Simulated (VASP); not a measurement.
# BeSe (F-43m) in VASP: a series of runs

One crystal, BeSe, is run at these levels: PBE+D3(BJ); tasks: single point, relaxation of cell and atoms.

All numbers are computed with VASP 6.6.1; they aren't measurements. Logs are shortened: lines on timing, memory, paths and dates and some standing lists are left out, and cuts for length are marked.

### Step 1. The crystal as given

It takes space group F-43m (No. 216, cubic). Conventional cell: a = 5.109 Å, b = 5.109 Å, c = 5.109 Å, α = 90.00°, β = 90.00°, γ = 90.00°. Around Be (site symmetry -43m) lie 4 Se at 2.21 Å. Se (site symmetry -43m) is surrounded by 4 Be at 2.21 Å.

The cell was built by a generator and needn't be a form met in nature.

### Step 2. Single point, PBE+D3(BJ)

Contents of INCAR:

```
ALGO = Normal ; EDIFF = 1E-7
ENCUT = 520 ; GGA = PE
ISIF = 2 ; ISMEAR = -1
IVDW = 12 ; LASPH = T
LCHARG = T ; LELF = T
LREAL = F ; LVHAR = T
LWAVE = F ; NBANDS = 11
NELM = 100 ; PREC = Accurate
SIGMA = 0.1
```

Contents of KPOINTS:

```
k-points
0
Gamma
  6 6 6
```

Contents of POSCAR:

```
BeSe
1.0
    0.0000000000      2.5543566598      2.5543566598
    2.5543566598      0.0000000000      2.5543566598
    2.5543566598      2.5543566598      0.0000000000
Be Se
1 1
Direct
    0.0000000000      0.0000000000      0.0000000000
    0.2500000000      0.2500000000      0.2500000000
```

Potentials or basis: VASP PAW PBE potentials, release 64 (Be, Se).

On the command line:

```
cat potpaw_PBE.64/Be/POTCAR potpaw_PBE.64/Se/POTCAR > POTCAR
mpirun -np 1 vasp_std > vasp.out
```

OUTCAR:

```text
EDIFF = 1E-7
   ENCUT = 520
   GGA = PE
   ISIF = 2
   ISMEAR = -1
   IVDW = 12
   LASPH = T
   LREAL = F
   NELM = 100
   PREC = Accurate
 IVDW          = 12

 ion  position               nearest neighbor table
   1  0.000  0.000  0.000-   2 2.21   2 2.21   2 2.21   2 2.21
   2  0.250  0.250  0.250-   1 2.21   1 2.21   1 2.21   1 2.21

  LATTYP: Found a face centered cubic cell.
 ALAT       =     5.1087133196

  Lattice vectors:

 A1 = (   0.0000000000,   2.5543566598,   2.5543566598)
 A2 = (   2.5543566598,   0.0000000000,   2.5543566598)
 A3 = (   2.5543566598,   2.5543566598,   0.0000000000)

Analysis of symmetry for initial positions (statically):
=====================================================================
 Subroutine PRICEL returns:
 Original cell was already a primitive cell.

 Routine SETGRP: Setting up the symmetry group for a
 face centered cubic supercell.

 Subroutine GETGRP returns: Found 24 space group operations
 (whereof 24 operations were pure point group operations)
 out of a pool of 48 trial point group operations.

The static configuration has the point symmetry T_d .

Analysis of symmetry for dynamics (positions and initial velocities):
=====================================================================
 Subroutine PRICEL returns:
 Original cell was already a primitive cell.

 Routine SETGRP: Setting up the symmetry group for a
 face centered cubic supercell.

 Subroutine GETGRP returns: Found 24 space group operations
 (whereof 24 operations were pure point group operations)
 out of a pool of 48 trial point group operations.

The dynamic configuration has the point symmetry T_d .

 Subroutine INISYM returns: Found 24 space group operations
 (whereof 24 operations are pure point group operations),
 and found     1 'primitive' translations

----------------------------------------------------------------------------------------

                                     Primitive cell

  volume of cell :      33.3330

  direct lattice vectors                    reciprocal lattice vectors
     0.000000000  2.554356660  2.554356660    -0.195744004  0.195744004  0.195744004
     2.554356660  0.000000000  2.554356660     0.195744004 -0.195744004  0.195744004
     2.554356660  2.554356660  0.000000000     0.195744004  0.195744004 -0.195744004

  length of vectors
     3.612405831  3.612405831  3.612405831     0.339038560  0.339038560  0.339038560

  position of ions in fractional coordinates (direct lattice)
[... 76 lines left out ...]
   ISIF   =      2    stress and relaxation
   ISYM   =      2    0-nonsym 1-usesym 2-fastsym
   POTIM  = 0.5000    time-step for ionic-motion
   TEBEG  =    0.0;   TEEND  =   0.0 temperature during run
   PSTRESS=    0.0 pullay stress
   NELECT =       8.0000    total number of electrons
   NUPDOWN=      -1.0000    fix difference up-down
   EMIN   =  10.00;   EMAX   =-10.00  energy-range for DOS
   EFERMI =   0.00;   METHOD = LEGACY
   ISMEAR =    -1;   SIGMA  =   0.10  broadening in eV -4-tet -1-fermi 0-gaus
   EFERMI_NEDOS =   21; number of points for ismear=-14 and -15
   IALGO  =     38    algorithm
   IMIX   =      4    mixing-type and parameters
     AMIX     =   0.40;   BMIX     =  1.00
     AMIX_MAG =   1.60;   BMIX_MAG =  1.00
  volume/ion in A,a.u.               =      16.67       112.47
  Fermi-wavevector in a.u.,A,eV,Ry     =   1.017372  1.922555 14.082664  1.035047
  Thomas-Fermi vector in A             =   2.150770
   LORBIT       =      0    0 simple, 1 ext, 2 COOP (PROOUT), +10 PAW based schemes
   GGA     = PE    functional components
   LHFCALC =     F    Hartree Fock is set to
   AEXX    =    0.0000 exact exchange contribution
   IVDW    =    12    specifies the selected vdW correction
   LEPSILON=     F    determine dielectric tensor
   LRPA    =     F    only Hartree local field effects (RPA)
 non-spin polarized calculation
  energy-cutoff  :      520.00
  volume of cell :       33.33
 maximum number of plane-waves:       934
   NGX = 13   NGY = 13   NGZ = 13

 number of electron       8.0000000 magnetization

 Free energy of the ion-electron system (eV)
  ---------------------------------------------------
  ext. energy  EPLUGINS =         0.00000000
  ---------------------------------------------------
  free energy    TOTEN  =        -8.83978096 eV

  energy without entropy =       -8.83978074  energy(sigma->0) =       -8.83978085

 E-fermi :   4.8554     XC(G=0):  -9.5139

 val. band max:        3.5601248402   @ k =   0.0000   0.0000   0.0000
 cond. band min:       6.1343398592   @ k =   0.5000   0.5000   0.0000
 fundamental gap:      2.5742150190
 Fermi energy:         4.8553716147

 k-point     1 :       0.0000    0.0000    0.0000
  band No.  band energies     occupation
      1     -10.3754      2.00000
      2       3.5601      2.00000
      3       3.5601      2.00000
      4       3.5601      2.00000
      5       8.0803      0.00000
      6       8.5638      0.00000
      7       8.5638      0.00000
      8       8.5638      0.00000
      9      15.6986      0.00000
     10      16.1336      0.00000
     11      16.1336      0.00000
[... 197 lines left out ...]
 k-point    16 :      -0.3333    0.5000    0.1667
  band No.  band energies     occupation
      1      -8.4696      2.00000
      2      -1.2267      2.00000
      3       0.0427      2.00000
      4       0.3083      2.00000
      5       8.1619      0.00000
      6       9.5085      0.00000
      7      12.5767      0.00000
      8      13.2979      0.00000
      9      17.2198      0.00000
     10      17.3489      0.00000
     11      19.7205      0.00000

------------------------ aborting loop because EDIFF is reached ----------------------------------------

 Edisp (eV)   -0.64506

 E8    (eV) :    -0.2522

  FORCE on cell =-STRESS in cart. coord.  units (eV):
  Direction    XX          YY          ZZ          XY          YZ          ZX
  --------------------------------------------------------------------------------------
  -------------------------------------------------------------------------------------
  Total       0.05483     0.05483     0.05483     0.00000     0.00000     0.00000
  in kB       2.63549     2.63549     2.63549     0.00000     0.00000     0.00000
  external pressure =        2.64 kB  Pullay stress =        0.00 kB

 VOLUME and BASIS-vectors are now :
 -----------------------------------------------------------------------------
  energy-cutoff  :      520.00
  volume of cell :       33.33
      direct lattice vectors                 reciprocal lattice vectors
     0.000000000  2.554356660  2.554356660    -0.195744004  0.195744004  0.195744004
     2.554356660  0.000000000  2.554356660     0.195744004 -0.195744004  0.195744004
     2.554356660  2.554356660  0.000000000     0.195744004  0.195744004 -0.195744004

 POSITION                                       TOTAL-FORCE (eV/Angst)
 -----------------------------------------------------------------------------------
      0.00000      0.00000      0.00000        -0.000000     -0.000000     -0.000000
      1.27718      1.27718      1.27718         0.000000      0.000000      0.000000
 -----------------------------------------------------------------------------------
    total drift:                                0.000000      0.000000      0.000000

  FREE ENERGIE OF THE ION-ELECTRON SYSTEM (eV)
  ---------------------------------------------------
  free  energy   TOTEN  =        -9.4848446667 eV

  energy  without entropy=       -9.4848444458  energy(sigma->0) =       -9.48484456
```

stdout:

```text
POSCAR found type information on POSCAR BeSe
 POSCAR found :  2 types and       2 ions
 scaLAPACK will be used
 LDA part: xc-table for (Slater+PW92), standard interpolation
 POSCAR, INCAR and KPOINTS ok, starting setup
 FFT: planning ... GRIDC
 FFT: planning ... GRID_SOFT
 FFT: planning ... GRID
 WAVECAR not read
 entering main loop
```

Run time: 6.7 s. Hardware: 1 thread of Intel Xeon Platinum 8488C (Sapphire Rapids), shared host; peak memory 0.17 GiB.

What came out:

- Free energy: -9.4848 eV
- Pressure: 0.3 GPa
- Band gap on the k mesh: 2.57 eV, indirect (least direct gap 4.52 eV)
- Dispersion energy per atom: -0.323 eV

Levels at points of the mesh, in eV from the valence-band top:
| k point | band 1 | band 2 | band 3 | band 4 | band 5 | band 6 | band 7 | band 8 |
| --- | --- | --- | --- | --- | --- | --- | --- | --- |
| (0.00, 0.00, 0.00) | -13.94 | 0.00 | 0.00 | 0.00 | 4.52 | 5.00 | 5.00 | 5.00 |
| (0.50, 0.00, 0.00) | -12.54 | -5.84 | -1.11 | -1.11 | 4.40 | 5.97 | 5.97 | 10.06 |
| (0.50, 0.50, 0.00) | -12.06 | -5.19 | -2.73 | -2.73 | 2.57 | 4.19 | 11.88 | 11.88 |

### Step 3. Relaxation of cell and atoms, PBE+D3(BJ)

This run uses another cell than the first one, of 16.03 Å³/atom, 0.962 times its volume.

Contents of INCAR:

```
SYSTEM = BeSe
  ALGO = Normal
  EDIFF = 1E-7
  EDIFFG = -0.01
  ENCUT = 600
  GGA = PE
  IBRION = 2
  ISIF = 3
  ISMEAR = -1
  IVDW = 12
  LASPH = .TRUE.
  LCHARG = .FALSE.
  LREAL = .FALSE.
  LWAVE = .FALSE.
  NELM = 80
  NSW = 60
  PREC = Accurate
  SIGMA = 0.1
```

Contents of KPOINTS:

```
k-points
0
G
  6 6 6
  0 0 0
```

Contents of POSCAR:

```
BeSe
1.0
    0.0000000000      2.5212260000      2.5212260000
    2.5212260000      0.0000000000      2.5212260000
    2.5212260000      2.5212260000      0.0000000000
Be Se
1 1
Direct
    0.0000000000      0.0000000000      0.0000000000
    0.2500000000      0.2500000000      0.2500000000
```

Potentials or basis: VASP PAW PBE potentials, release 64 (Be, Se).

On the command line:

```
cat potpaw_PBE.64/Be/POTCAR potpaw_PBE.64/Se/POTCAR > POTCAR
mpirun -np 1 vasp_std > vasp.out
```

OUTCAR:

```text
SYSTEM = BeSe
   EDIFF = 1E-7
   EDIFFG = -0.01
   ENCUT = 600
   GGA = PE
   IBRION = 2
   ISIF = 3
   ISMEAR = -1
   IVDW = 12
   LASPH = .TRUE.
   LREAL = .FALSE.
   NELM = 80
   NSW = 60
   PREC = Accurate
 IVDW          = 12

 ion  position               nearest neighbor table
   1  0.000  0.000  0.000-   2 2.18   2 2.18   2 2.18   2 2.18
   2  0.250  0.250  0.250-   1 2.18   1 2.18   1 2.18   1 2.18

  LATTYP: Found a face centered cubic cell.
 ALAT       =     5.0424520000

  Lattice vectors:

 A1 = (   0.0000000000,   2.5212260000,   2.5212260000)
 A2 = (   2.5212260000,   0.0000000000,   2.5212260000)
 A3 = (   2.5212260000,   2.5212260000,   0.0000000000)

Analysis of symmetry for initial positions (statically):
=====================================================================
[... 162 lines left out ...]
  free energy    TOTEN  =        -8.79715155 eV

  energy without entropy =       -8.79715122  energy(sigma->0) =       -8.79715138

------------------------ aborting loop because EDIFF is reached ----------------------------------------

 Edisp (eV)   -0.67215

 E8    (eV) :    -0.2628
[... 71 lines left out ...]
--------------------------------------- Ionic step        3  -------------------------------------------

 number of electron       8.0000000 magnetization

 Free energy of the ion-electron system (eV)
  ---------------------------------------------------
  ext. energy  EPLUGINS =         0.00000000
  ---------------------------------------------------
  free energy    TOTEN  =        -8.84194625 eV

  energy without entropy =       -8.84194603  energy(sigma->0) =       -8.84194614

 E-fermi :   4.8293     XC(G=0):  -9.5013

 val. band max:        3.5303981921   @ k =   0.0000   0.0000   0.0000
 cond. band min:       6.1116347571   @ k =   0.5000   0.5000   0.0000
 fundamental gap:      2.5812365650
 Fermi energy:         4.8292605503

 k-point     1 :       0.0000    0.0000    0.0000
  band No.  band energies     occupation
      1     -10.3847      2.00000
      2       3.5304      2.00000
      3       3.5304      2.00000
      4       3.5304      2.00000
      5       8.0275      0.00000
      6       8.5346      0.00000
      7       8.5346      0.00000
      8       8.5346      0.00000
[... 196 lines left out ...]
  FREE ENERGIE OF THE ION-ELECTRON SYSTEM (eV)
  ---------------------------------------------------
  free  energy   TOTEN  =        -9.4849242613 eV

  energy  without entropy=       -9.4849240471  energy(sigma->0) =       -9.48492415

 reached required accuracy - stopping structural energy minimisation
```

Wall time 13 s (1 thread of Intel Xeon Platinum 8488C (Sapphire Rapids), shared host); peak memory 0.16 GiB.

What came out:

- Free energy: -9.4849 eV
- Relaxed volume: 16.72 Å³/atom
- Relaxed cell: a = 3.616 Å, b = 3.616 Å, c = 3.616 Å, α = 60.00°, β = 60.00°, γ = 60.00°
- Space group after relaxing (to 0.05 Å): F-43m (No. 216)
- Energy gained by relaxing: 7.8 meV/atom
- Ionic steps: 3
- Pressure after relaxing: 0.0 GPa
- Band gap on the k mesh: 2.58 eV, indirect (least direct gap 4.50 eV)
- Dispersion energy per atom: -0.321 eV

Step by step:
```
step  energy change (eV)  largest force (eV/Å)  pressure (GPa)  volume (Å³)
   1              0.0000                0.0000            3.75        32.05
   2             -0.0145                0.0000           -0.91        33.82
   3             -0.0156                0.0000            0.01        33.44
```

Final structure:
```xyz
2
Lattice="0.0000 2.5570 2.5570 2.5570 0.0000 2.5570 2.5570 2.5570 0.0000" Properties=species:S:1:pos:R:3 pbc="T T T"
Be    0.0000    0.0000    0.0000
Se    1.2785    1.2785    1.2785
```

Levels at points of the mesh, in eV from the valence-band top:
```csv
k point,band 1,band 2,band 3,band 4,band 5,band 6,band 7,band 8
"(0.00, 0.00, 0.00)",-13.92,0.00,0.00,0.00,4.50,5.00,5.00,5.00
"(0.50, 0.00, 0.00)",-12.52,-5.82,-1.10,-1.10,4.39,5.97,5.97,10.05
"(0.50, 0.50, 0.00)",-12.05,-5.17,-2.72,-2.72,2.58,4.19,11.85,11.85
```

A k mesh can miss the band edges.
